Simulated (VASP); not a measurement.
# Ni (Fm-3m) in VASP: further runs

One crystal, Ni, is run at these levels: RPBE; tasks: single point.

Program: VASP 6.6.1. These are calculated values, not measurements. Logs are shortened: lines on timing, memory, paths and dates and some standing lists are left out, and cuts for length are marked.

## Step 1: Starting point

The structure is cubic, space group Fm-3m (No. 225). The conventional cell has a = 3.475 Å, b = 3.475 Å, c = 3.475 Å, α = 90.00°, β = 90.00°, γ = 90.00°. Around Ni (site symmetry m-3m) lie 12 Ni at 2.46 Å.

## Step 2: Single point, RPBE, collinear spin, ferromagnetic start

run.py reads:

```python
from ase.calculators.vasp import Vasp
from ase.dft.bandgap import bandgap
from ase.io import read

atoms = read('POSCAR')
atoms.set_initial_magnetic_moments([1.0])
calc = Vasp(
    directory='calc',
    xc='rpbe',
    pp='PBE',
    setups={'base': 'minimal', 'Ni': '_GW'},
    prec='Accurate',
    encut=550,
    ediff=1e-07,
    ismear=0,
    sigma=0.02,
    lreal=False,
    lasph=True,
    nelm=150,
    algo='Normal',
    isif=2,
    lwave=False,
    lcharg=False,
    ispin=2,
    lorbit=11,
    lmaxmix=4,
    kpts=[13, 13, 13],
    gamma=True,
    nbands=15,
)
atoms.calc = calc

print('energy (eV):', atoms.get_potential_energy())
print('free energy (eV):', atoms.get_potential_energy(force_consistent=True))
print('forces (eV/A):')
print(atoms.get_forces())
print('stress (eV/A^3, Voigt):', atoms.get_stress())
print('Fermi level (eV):', calc.get_fermi_level())
print('moment (muB):', atoms.get_magnetic_moment())
print('site moments (muB):', atoms.get_magnetic_moments())
gap, top, bottom = bandgap(calc)
print('band gap (eV):', gap, 'from (spin, k, band)', top, 'to', bottom)
```

POSCAR reads:

```
Ni
1.0
    0.0000000000      1.7375729330      1.7375729330
    1.7375729330      0.0000000000      1.7375729330
    1.7375729330      1.7375729330      0.0000000000
Ni
1
Direct
    0.0000000000      0.0000000000      0.0000000000
```

Potentials or basis: VASP PAW PBE potentials, release 64 (Ni_GW).

Launch:

```bash
> python run.py
```

What it wrote:

```text
energy (eV): -4.92683544
free energy (eV): -4.92693955
forces (eV/A):
[[-0. -0. -0.]]
stress (eV/A^3, Voigt): [-0.07845597 -0.07845597 -0.07845597 -0.         -0.          0.        ]
Fermi level (eV): 5.1053331
moment (muB): 0.638177
site moments (muB): [0.637]
band gap (eV): 0.0 from (spin, k, band) (None, None, None) to (None, None, None)
```

OUTCAR:

```text
ENCUT = 550.000000
   EDIFF = 1.00e-07
   GGA = RP
   PREC = Accurate
   ISIF = 2
   ISMEAR = 0
   ISPIN = 2
   LORBIT = 11
   NELM = 150
   LASPH = .TRUE.
   LREAL = .FALSE.

 ion  position               nearest neighbor table
   1  0.000  0.000  0.000-

  LATTYP: Found a face centered cubic cell.
 ALAT       =     3.4751458660

  Lattice vectors:

 A1 = (   0.0000000000,   1.7375729330,   1.7375729330)
 A2 = (   1.7375729330,   0.0000000000,   1.7375729330)
 A3 = (   1.7375729330,   1.7375729330,   0.0000000000)

Analysis of symmetry for initial positions (statically):
=====================================================================
 Subroutine PRICEL returns:
 Original cell was already a primitive cell.

 Routine SETGRP: Setting up the symmetry group for a
 face centered cubic supercell.

 Subroutine GETGRP returns: Found 48 space group operations
 (whereof 48 operations were pure point group operations)
 out of a pool of 48 trial point group operations.

The static configuration has the point symmetry O_h .

Analysis of symmetry for dynamics (positions and initial velocities):
=====================================================================
 Subroutine PRICEL returns:
 Original cell was already a primitive cell.

 Routine SETGRP: Setting up the symmetry group for a
 face centered cubic supercell.

 Subroutine GETGRP returns: Found 48 space group operations
 (whereof 48 operations were pure point group operations)
 out of a pool of 48 trial point group operations.

The dynamic configuration has the point symmetry O_h .

Analysis of structural, dynamic, and magnetic symmetry:
=====================================================================
 Subroutine PRICEL returns:
 Original cell was already a primitive cell.

 Routine SETGRP: Setting up the symmetry group for a
 face centered cubic supercell.

 Subroutine GETGRP returns: Found 48 space group operations
 (whereof 48 operations were pure point group operations)
 out of a pool of 48 trial point group operations.

The overall configuration has the point symmetry O_h .

 Subroutine INISYM returns: Found 48 space group operations
 (whereof 48 operations are pure point group operations),
 and found     1 'primitive' translations

----------------------------------------------------------------------------------------

                                     Primitive cell

  volume of cell :      10.4920

  direct lattice vectors                    reciprocal lattice vectors
     0.000000000  1.737572933  1.737572933    -0.287757705  0.287757705  0.287757705
     1.737572933  0.000000000  1.737572933     0.287757705 -0.287757705  0.287757705
     1.737572933  1.737572933  0.000000000     0.287757705  0.287757705 -0.287757705

  length of vectors
     2.457299207  2.457299207  2.457299207     0.498410966  0.498410966  0.498410966

  position of ions in fractional coordinates (direct lattice)
     0.000000000  0.000000000  0.000000000

  ion indices of the primitive-cell ions
   primitive index   ion index
                 1           1

----------------------------------------------------------------------------------------

 KPOINTS: KPOINTS created by Atomic Simulation Env

Automatic generation of k-mesh.
 Grid dimensions read from file:
 generate k-points for:   13   13   13

 Generating k-lattice:

  Cartesian coordinates                     Fractional coordinates (reciprocal lattice)
    -0.022135208  0.022135208  0.022135208     0.076923077  0.000000000  0.000000000
     0.022135208 -0.022135208  0.022135208     0.000000000  0.076923077  0.000000000
[... 110 lines left out ...]
   LHFCALC =     F    Hartree Fock is set to
   AEXX    =    0.0000 exact exchange contribution
   IVDW    =     0    specifies the selected vdW correction
   LEPSILON=     F    determine dielectric tensor
   LRPA    =     F    only Hartree local field effects (RPA)
 spin polarized calculation
 Gauss-broadening in eV      SIGMA  =   0.02
  energy-cutoff  :      550.00
  volume of cell :       10.49
 maximum number of plane-waves:       331
   NGX =  9   NGY =  9   NGZ =  9

 number of electron      10.0000000 magnetization       1.0000000

 number of electron       9.9999999 magnetization       0.6381770

 Free energy of the ion-electron system (eV)
  ---------------------------------------------------
  ext. energy  EPLUGINS =         0.00000000
  ---------------------------------------------------
  free energy    TOTEN  =        -4.92693955 eV

  energy without entropy =       -4.92673133  energy(sigma->0) =       -4.92683544

 E-fermi :   5.1053     XC(G=0): -13.5591

 val. band max:        5.0854271834   @ k =  -0.3846   0.0769   0.0000
 cond. band min:       5.1088767204   @ k =   0.3846   0.0769   0.0000
 fundamental gap:      0.0234495369
 Fermi energy:         5.1053331015

 spin component 1

 k-point     1 :       0.0000    0.0000    0.0000
  band No.  band energies     occupation
      1      -4.1973      1.00000
      2       2.5231      1.00000
      3       2.5231      1.00000
      4       2.5231      1.00000
      5       3.7725      1.00000
      6       3.7725      1.00000
      7      28.9191      0.00000
      8      33.1123      0.00000
      9      33.1123      0.00000
     10      33.1123      0.00000
     11      35.8193      0.00000
     12      35.8193      0.00000
     13      35.8193      0.00000
     14      39.2259      0.00000
[... 691 lines left out ...]
      4       3.8601      1.00000
      5       4.5307      1.00000
      6       6.5348      0.00000
      7      16.8579      0.00000
      8      18.7948      0.00000
      9      22.1294      0.00000
     10      26.7779      0.00000
     11      33.1998      0.00000
     12      44.8572      0.00000
     13      46.0505      0.00000
     14      52.6487      0.00000
     15      55.0167      0.00000

 [... further k-points ...]

 spin component 2

 k-point     1 :       0.0000    0.0000    0.0000
  band No.  band energies     occupation
      1      -4.2546      1.00000
      2       3.3170      1.00000
      3       3.3170      1.00000
      4       3.3170      1.00000
      5       4.3672      1.00000
      6       4.3672      1.00000
      7      28.7350      0.00000
      8      33.0801      0.00000
      9      33.0801      0.00000
     10      33.0801      0.00000
     11      35.9321      0.00000
     12      35.9321      0.00000
     13      35.9321      0.00000
     14      39.0743      0.00000
[... 691 lines left out ...]
      4       4.5563      1.00000
      5       5.3265      0.00000
      6       6.9412      0.00000
      7      16.9800      0.00000
      8      18.9105      0.00000
      9      22.1623      0.00000
     10      26.8770      0.00000
     11      33.2924      0.00000
     12      44.8361      0.00000
     13      45.9720      0.00000
     14      52.6527      0.00000
     15      55.0014      0.00000

 [... further k-points ...]

------------------------ aborting loop because EDIFF is reached ----------------------------------------

 total charge

# of ion       s       p       d       f       tot
--------------------------------------------------
    1        0.506   0.525   8.262   0.014   9.307

 magnetization (x)

# of ion       s       p       d       f       tot
--------------------------------------------------
    1       -0.005  -0.025   0.668  -0.000   0.637

  FORCE on cell =-STRESS in cart. coord.  units (eV):
  Direction    XX          YY          ZZ          XY          YZ          ZX
  --------------------------------------------------------------------------------------
  -------------------------------------------------------------------------------------
  Total        0.8231613      0.8231613      0.8231613      0.0000000      0.0000000      0.0000000
  in kB      125.7003185    125.7003185    125.7003185      0.0000000      0.0000000      0.0000000
  external PRESSURE =     125.7003185 kB  Pullay stress =       0.0000000 kB

 VOLUME and BASIS-vectors are now :
 -----------------------------------------------------------------------------
  energy-cutoff  :      550.00
  volume of cell :       10.49
      direct lattice vectors                 reciprocal lattice vectors
     0.000000000  1.737572933  1.737572933    -0.287757705  0.287757705  0.287757705
     1.737572933  0.000000000  1.737572933     0.287757705 -0.287757705  0.287757705
     1.737572933  1.737572933  0.000000000     0.287757705  0.287757705 -0.287757705

 POSITION                                       TOTAL-FORCE (eV/Angst)
 -----------------------------------------------------------------------------------
      0.00000      0.00000      0.00000        -0.000000     -0.000000     -0.000000
 -----------------------------------------------------------------------------------
    total drift:                                0.000000      0.000000      0.000000

  FREE ENERGIE OF THE ION-ELECTRON SYSTEM (eV)
  ---------------------------------------------------
  free  energy   TOTEN  =        -4.9269395479 eV

  energy  without entropy=       -4.9267313325  energy(sigma->0) =       -4.92683544

 total charge

# of ion       s       p       d       f       tot
--------------------------------------------------
    1        0.506   0.525   8.262   0.014   9.307

 magnetization (x)

# of ion       s       p       d       f       tot
--------------------------------------------------
    1       -0.005  -0.025   0.668  -0.000   0.637
```

INCAR:

```text
ENCUT = 550.000000
SIGMA = 0.020000
EDIFF = 1.00e-07
ALGO = Normal
GGA = RP
PREC = Accurate
ISIF = 2
ISMEAR = 0
ISPIN = 2
LMAXMIX = 4
LORBIT = 11
NBANDS = 15
NELM = 150
LASPH = .TRUE.
LCHARG = .FALSE.
LWAVE = .FALSE.
LREAL = .FALSE.
MAGMOM = 1*1.0000
```

Run time: 30 s. Hardware: 1 thread of Intel Xeon Platinum 8488C (Sapphire Rapids), shared host; peak memory 0.15 GiB.

What came out:

| Item | Value |
| --- | --- |
| Free energy | -4.9269 eV |
| Pressure | 12.6 GPa |
| Band gap on the k mesh | none (metal or under the smearing width) |
| Net moment | 0.64 μB per cell |
| Site moments | Ni +0.64 μB |
| Valence electrons inside the program's atomic spheres | Ni 9.31 |

Levels at points of the mesh, in eV from the Fermi level:
Spin up:
```tsv
k point	band 2	band 3	band 4	band 5	band 6	band 7	band 8	band 9
(0.00, 0.00, 0.00)	-2.58	-2.58	-2.58	-1.33	-1.33	23.81	28.01	28.01
```
Spin down:
```tsv
k point	band 1	band 2	band 3	band 4	band 5	band 6	band 7	band 8	band 9	band 10
(0.00, 0.00, 0.00)	-9.36	-1.79	-1.79	-1.79	-0.74	-0.74	23.63	27.97	27.97	27.97
```

Caveat: the PAW data sets were made with another functional, which shifts forces and pressure a little.

## Step 3: Single point, RPBE, collinear spin, ferromagnetic start

INCAR reads:

```
ALGO = Normal
EDIFF = 1E-6
ENCUT = 520
GGA = RP
ISIF = 2
ISMEAR = 0
ISPIN = 2
LASPH = True
LCHARG = False
LMAXMIX = 4
LORBIT = 11
LREAL = False
LWAVE = False
MAGMOM = 1
NBANDS = 15
NELM = 120
PREC = Accurate
SIGMA = 0.05
```

KPOINTS reads:

```
k-points
0
Gamma
  13 13 13
```

POSCAR reads:

```
Ni
2.4573
    0.000000000000      0.707106553127      0.707106553127
    0.707106553127      0.000000000000      0.707106553127
    0.707106553127      0.707106553127      0.000000000000
Ni
1
Direct
    0.0000000000      0.0000000000      0.0000000000
```

Potentials or basis: VASP PAW PBE potentials, release 64 (Ni).

Launch:

```bash
> cat potpaw_PBE.64/Ni/POTCAR > POTCAR
> mpirun -np 1 vasp_std > vasp.out
```

Run time: 18 s. Hardware: 1 thread of AMD EPYC 9R45 (Zen 5), shared host; peak memory 0.1 GiB.

It converged, with:

| Item | Value |
| --- | --- |
| Free energy | -4.9277 eV |
| Pressure | 13.9 GPa |
| Band gap on the k mesh | none (metal or under the smearing width) |
| Net moment | 0.62 μB per cell |
| Site moments | Ni +0.63 μB |
| Valence electrons inside the program's atomic spheres | Ni 9.37 |

Levels at points of the mesh, in eV from the Fermi level:
Spin up:
| k point | band 2 | band 3 | band 4 | band 5 | band 6 | band 7 | band 8 | band 9 |
| --- | --- | --- | --- | --- | --- | --- | --- | --- |
| (0.00, 0.00, 0.00) | -2.56 | -2.56 | -2.56 | -1.31 | -1.31 | 23.98 | 28.19 | 28.19 |
Spin down:
```
           k point  band 3  band 4  band 5  band 6  band 7  band 8
(0.00, 0.00, 0.00)   -1.78   -1.78   -0.73   -0.73   23.79   28.14
```

Caveat: the PAW data sets were made with another functional, which shifts forces and pressure a little.

(Continued in part 2 of 2.)
